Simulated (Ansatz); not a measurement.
# Pt8S15: the cost of one run

Program: Ansatz 0.2.0. Level of theory: DFT PBE+D3(BJ), scalar-relativistic, plane waves, PAW. These are calculated values, not measurements.

The COD entry's cell or inner coordinates are ideal or old and differ from later refinements, so a difference from it is no clean test against experiment.

3 further runs of the same task are left out: 1 that didn't finish, 2 set aside as unsound or not needed.

## Step 1: The structure to begin with

It takes space group P3m1 (No. 156, trigonal). Conventional cell: a = 7.167 Å, b = 7.167 Å, c = 9.325 Å, α = 90.00°, β = 90.00°, γ = 120.00°. Pt (site symmetry m) is surrounded by 5 S at 2.39 Å. Around Pt (site symmetry m) lie 6 S at 2.39 Å. Around Pt (site symmetry 3m) lie 6 S at 2.39 Å. S (site symmetry 3m) has 3 Pt at 2.39 Å as nearest neighbours. S (site symmetry m) is surrounded by 3 Pt at 2.39 Å. Only part of the 11 independent sites is listed.

Coordinates:

```cif
data_structure
_symmetry_space_group_name_H-M 'P 1'
_symmetry_Int_Tables_number 1
_cell_length_a 7.1666
_cell_length_b 7.1666
_cell_length_c 9.3245
_cell_angle_alpha 90.000
_cell_angle_beta 90.000
_cell_angle_gamma 120.000
_cell_volume 414.75
loop_
_atom_site_label
_atom_site_type_symbol
_atom_site_fract_x
_atom_site_fract_y
_atom_site_fract_z
_atom_site_occupancy
Pt1 Pt 0.50000 0.00000 0.00000 1
Pt2 Pt 0.50000 0.00000 0.50000 1
Pt3 Pt 0.00000 0.00000 0.00000 1
Pt4 Pt 0.00000 0.00000 0.50000 1
Pt5 Pt 0.50000 0.50000 0.00000 1
Pt6 Pt 0.50000 0.50000 0.50000 1
Pt7 Pt 0.00000 0.50000 0.00000 1
Pt8 Pt 0.00000 0.50000 0.50000 1
S1 S 0.33333 0.16667 0.62938 1
S2 S 0.83333 0.16667 0.12938 1
S3 S 0.83333 0.16667 0.62938 1
S4 S 0.33333 0.66667 0.12938 1
S5 S 0.33333 0.66667 0.62938 1
S6 S 0.83333 0.66667 0.12938 1
S7 S 0.83333 0.66667 0.62938 1
S8 S 0.66667 0.33333 0.37062 1
S9 S 0.66667 0.33333 0.87062 1
S10 S 0.16667 0.33333 0.37062 1
S11 S 0.16667 0.33333 0.87062 1
S12 S 0.66667 0.83333 0.37062 1
S13 S 0.66667 0.83333 0.87062 1
S14 S 0.16667 0.83333 0.37062 1
S15 S 0.16667 0.83333 0.87062 1
```

It is built from the cell relaxed beforehand with the same method (17.28 Å³/atom).

## Step 2: The vacancy and the jump

The supercell lacks one S atom, at fractional position (0.333, 0.167, 0.129), and holds 23 atoms. Atom 16 (S), 3.06 Å away, is to jump into the empty site. The cell is fixed.

## Step 3: Relaxing around the vacancy

The input, input.yaml:

```yaml
crystal:
  lattice:
    - [3.5833083375, -6.2064720997, 0.0]
    - [3.5833083375, 6.2064720997, 0.0]
    - [0.0, 0.0, 9.3245486439]
  atoms:
    - { symbol: Pt, position: [0.5, 0.0, 0.0] }
    - { symbol: Pt, position: [0.5, 0.0, 0.5] }
    - { symbol: Pt, position: [1.0, 0.0, 0.0] }
    - { symbol: Pt, position: [1.0, 0.0, 0.5] }
    - { symbol: Pt, position: [0.5, 0.5, 0.0] }
    - { symbol: Pt, position: [0.5, 0.5, 0.5] }
    - { symbol: Pt, position: [0.0, 0.5, 0.0] }
    - { symbol: Pt, position: [0.0, 0.5, 0.5] }
    - { symbol: S, position: [0.3333333333, 0.1666666667, 0.6293758714] }
    - { symbol: S, position: [0.8333333333, 0.1666666667, 0.1293758714] }
    - { symbol: S, position: [0.8333333333, 0.1666666667, 0.6293758714] }
    - { symbol: S, position: [0.3333333333, 0.6666666667, 0.1293758714] }
    - { symbol: S, position: [0.3333333333, 0.6666666667, 0.6293758714] }
    - { symbol: S, position: [0.8333333333, 0.6666666667, 0.1293758714] }
    - { symbol: S, position: [0.8333333333, 0.6666666667, 0.6293758714] }
    - { symbol: S, position: [0.6666666667, 0.3333333333, 0.3706241286] }
    - { symbol: S, position: [0.6666666667, 0.3333333333, 0.8706241286] }
    - { symbol: S, position: [0.1666666667, 0.3333333333, 0.3706241286] }
    - { symbol: S, position: [0.1666666667, 0.3333333333, 0.8706241286] }
    - { symbol: S, position: [0.6666666667, 0.8333333333, 0.3706241286] }
    - { symbol: S, position: [0.6666666667, 0.8333333333, 0.8706241286] }
    - { symbol: S, position: [0.1666666667, 0.8333333333, 0.3706241286] }
    - { symbol: S, position: [0.1666666667, 0.8333333333, 0.8706241286] }
basis:
  ecutwfc: 420
kpoints:
  mp_grid: { grid: [6, 6, 4] }
hamiltonian:
  xc: pbe
  dispersion: d3bj
scf:
  occupations: { method: gaussian, width: 0.1 }
output:
  forces: true
  stress: true
  eigenvalues: true
  write_density: true
  write_potential: true
  elf: true
  volumetric_format: npy
relax:
  adjacent_minimum: "off"
  f_tol: 0.02
  max_steps: 50
```

Run with:

```
ansatz run input.yaml --threads 4 --pin off --max-ram 9216MiB --backend cpu --events-out ev --progress --plain --runs-dir out
```

Q: Estimate wall time and peak memory on 4 threads of Intel Xeon 6975P-C (Granite Rapids), shared host.

About 78 s, with a peak of 2 GiB.
